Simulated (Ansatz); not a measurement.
Crystal: V.

```
CELL_PARAMETERS angstrom
2.60429 0.00000 0.00000
-1.30215 2.25538 0.00000
0.00000 0.00000 4.72334
ATOMIC_POSITIONS crystal
V 0.33333 0.66667 0.25000
V 0.66667 0.33333 0.75000
```

This isn't the form of V at room conditions, which is bcc.

| Item | Value |
| --- | --- |
| Program | Ansatz 0.2.0 |
| Task | relaxation of cell and atoms |
| Functional | HSE03 |
| Potentials or basis | Ansatz PAW |
| Cutoff | 420 eV (not typed: the program's choice for these potentials) |
| k mesh | 6 × 6 × 3 |
| Occupations | fermi-dirac, width 0.05 eV |
| Spin | collinear spin, ferromagnetic start |
| Starting moments | [2.0, 2.0] μB |

At the start: volume 13.87 Å³/atom.

How do energy, volume and symmetry change on relaxing?

It ends after 6 steps and the volume is 13.44 Å³/atom (-3.1 %); space group P6_3/mmc (No. 194, to 0.05 Å); moment 0.00 μB per cell.

The path:
| step | energy change (eV) | largest force (eV/Å) | volume (Å³) |
| --- | --- | --- | --- |
| 1 | 0.0000 | 0.0000 | 27.74 |
| 2 | -0.0118 | 0.0000 | 26.56 |
| 3 | -0.0169 | 0.0000 | 26.97 |
| 4 | -0.0170 | 0.0000 | 26.93 |
| 5 | -0.0172 | 0.0000 | 26.89 |
| 6 | -0.0165 | 0.0000 | 26.89 |

Final structure:
```xyz
2
Lattice="2.5865 0.0000 0.0000 -1.2932 2.2400 0.0000 0.0000 0.0000 4.6407" Properties=species:S:1:pos:R:3 pbc="T T T"
V     0.0000    1.4933    1.1602
V     1.2932    0.7467    3.4805
```

Caveat: the k mesh is coarse (spacing up to 0.46 Å⁻¹), so the values aren't converged, least of all with exact exchange; the magnetic or orbital state may not be the lowest; the plane-wave basis is chosen anew once the cell has moved, so the energies of steps on either side of that aren't comparable; the PAW data sets come from PBE, with cores solved anew for the run's functional, which leaves a small shift of forces and pressure; the starting moments weren't kept.
